## 1. Which cell is at rest?

These are six cells of body-centred cubic molybdenum, alike in all but size. The energy over elements is counted per atom from the elemental crystal. Pressure is positive when the cell pushes outwards and negative when it has to be held open.

Body-centred cubic molybdenum in a two-atom cell, computed with Ansatz 0.2.0 using PBEsol, scalar-relativistic PAW and plane waves up to 420 eV, without spin polarization. The k mesh is 16×16×16 and the Gaussian smearing is 0.1 eV wide. Energies are taken at zero smearing, relative to the elemental crystal in the same functional.

| volume (Å³/atom) | shortest distance (Å) | energy over elements (eV/atom) | pressure (GPa) |
| --- | --- | --- | --- |
| 13.556 | 2.602 | 0.222 | 44.00 |
| 14.421 | 2.656 | 0.054 | 19.35 |
| 15.322 | 2.710 | 0.002 | 0.06 |
| 16.260 | 2.764 | 0.048 | -14.64 |
| 17.236 | 2.818 | 0.172 | -25.62 |
| 18.249 | 2.873 | 0.361 | -33.63 |

The cell of 15.322 Å³/atom is at rest: its energy is the lowest and its pressure is almost zero. The two signs belong together, because pressure is the rate at which energy falls as volume grows. Where the energy has its minimum, the pressure has to pass through zero.

## 2. Which costs more, squeezing or stretching?

Take 4 % off the edge, then add 4 % to it. The squeeze costs 0.220 eV/atom and the stretch 0.170 eV/atom.

If pressure ran in a straight line with volume, the order would be reversed. Equal steps in edge are not equal steps in volume: the squeeze removes 11.5 % of it, while the stretch adds 12.5 %. The smaller volume change is the dearer one, so the line must be bent, steep on the compressed side and flat on the stretched side.

## 3. How stiff is the metal?

The bulk modulus is the rise in pressure divided by the fractional loss of volume. The two neighbours of the rest cell give 283 GPa, so squeezing out 1 % of the volume takes nearly 3 GPa. Stiffness is not a constant, though: it falls from 399 GPa over the most compressed step to 140 GPa over the most stretched one.

The limit of large distances shows why it must fall in the end. Atoms pulled far apart no longer feel each other, so the tension has to reach a maximum and then fade. At that maximum the bulk modulus is zero. The series stops short of it, since tension is still growing in the largest cell. Following the curve to separate atoms would also need spin, which is switched off here, because a free molybdenum atom is magnetic.

## 4. What in the bonding bends the curve?

The table gives only total energies and pressures, so the answer comes from the theory of transition metals. Neighbouring d orbitals overlap and spread into a band, whose lower half is bonding and whose upper half is antibonding. Molybdenum fills roughly the bonding half, which pulls the atoms together. Against this stands a repulsion: squeezed electrons gain kinetic energy, and they are kept out of the space held by the atomic cores.

At rest the two forces balance. The repulsion changes more steeply with distance, so it takes over on compression and fades first on stretching. That makes the crystal stiff when small and soft when large. In silver the antibonding d states are filled too, the d bond is largely cancelled, and the metal is much softer.

## 5. Can the weakening d bond be seen in the bands?

The coupling between d orbitals on neighbouring atoms falls roughly as the inverse fifth power of their distance, and the band width follows it. The same calculations give a related quantity, the energy by which the bands just below and just above the electron count overlap. Its size depends on the cell chosen, but all six runs use the same two-atom cell. If all band energies draw together by a common factor, the overlap shrinks by that factor as well.

Start from the rest cell, where the overlap is 2.314 eV, and lengthen every distance by 6 %. The law divides the overlap by 1.06⁵ = 1.34 and predicts 1.73 eV. The calculation gives 1.66 eV, so the estimate is about 4 % too high. Only the rest cell sets its scale.

The overlap does shrink about as fast as d coupling should weaken, which fits narrowing d bands, though the band width itself was not measured. On stretching, the estimate falls too slowly and comes to lie above the calculated overlap. Its near hit in the smallest cell is partly luck: over the first step from there the overlap shrinks more slowly than the law, over the next more quickly, and the two departures nearly cancel. States of s and p character may also enter the overlap and need not follow the same law, but whether they cause these departures is not tested here.

## 6. Which digits can be trusted?

Energy and pressure check each other, because pressure added up over the volume change must return the energy. The output below does this sum by Simpson's rule and meets the energy column to within about 0.001 eV/atom. A constant error of 0.09 GPa in the pressures alone would shift the squeeze energy by that much. The sum can therefore reveal a constant mismatch of about a tenth of a GPa, but it does not confirm the hundredths.

This is agreement within one method, not with nature. An error that changes energy and pressure alike, such as one from the k mesh or the treatment of the atomic cores, would pass unseen. The zero of energy is also less sure than the differences: the rest cell lies 0.002 eV/atom above the elemental crystal, for a reason the results do not show.

## 7. What would another functional change?

Suppose another functional had the same stiffness but a rest edge 1 % longer. A cell of given volume near rest would then be squeezed by a further 3 % in volume, and its pressure would rise by 0.03 × 283 ≈ 8.5 GPa. That is far more than the mismatch between pressure and energy that the sum above leaves open. Pressures from two functionals are therefore better compared at equal strain, each counted from its own rest cell.

Numerical output:

```
Changes from the unstressed cell, and steps from the row above:
     row  edge change %  volume change %  energy cost eV/atom  pressure step GPa  bulk modulus over step GPa
  13.556             -4           -11.53                 0.22                n/a                         n/a
  14.421             -2            -5.88                0.052             -24.65                       398.5
  15.322              0                0                    0             -19.29                       318.3
   16.26              2            6.122                0.046              -14.7                       247.4
  17.236          4.002            12.49                 0.17             -10.98                       188.4
  18.249              6             19.1                0.359              -8.01                       140.3
Energy cost of 4 % squeeze over cost of 4 % stretch: 1.294
Size of pressure at 4 % squeeze over size at 4 % stretch: 1.717
Bulk modulus around the unstressed cell, GPa: 283.2
Rise of bulk modulus per GPa of pressure near rest: 4.172
First step's bulk modulus over last step's: 2.841
Work of 4 % squeeze from pressures, eV/atom: 0.2198
Work of 4 % stretch from pressures, eV/atom: 0.1695
Work from 2 % to 6 % stretch from pressures, eV/atom: 0.3134
Energy column from 2 % to 6 % stretch, eV/atom: 0.313
Constant pressure error that would shift the squeeze work by 0.001 eV/atom, GPa: 0.09072
Energy released by relaxing the residual pressure, in millionths of eV/atom: 0.6078
Pressure shift at fixed volume if the rest edge were 1 % longer, GPa: 8.496
Band overlap and inverse fifth power of distance scaled from the unstressed cell:
     row  overlap eV  fifth-power estimate eV  estimate off by %
  13.556       2.841                    2.838           -0.07877
  14.421       2.591                     2.56             -1.199
  15.322       2.314                    2.314                  0
   16.26       2.048                    2.096              2.373
  17.236       1.831                    1.902              3.901
  18.249       1.655                    1.729              4.472
Band overlap, smallest cell over largest: 1.716
Fifth-power estimate of the same ratio: 1.641
```
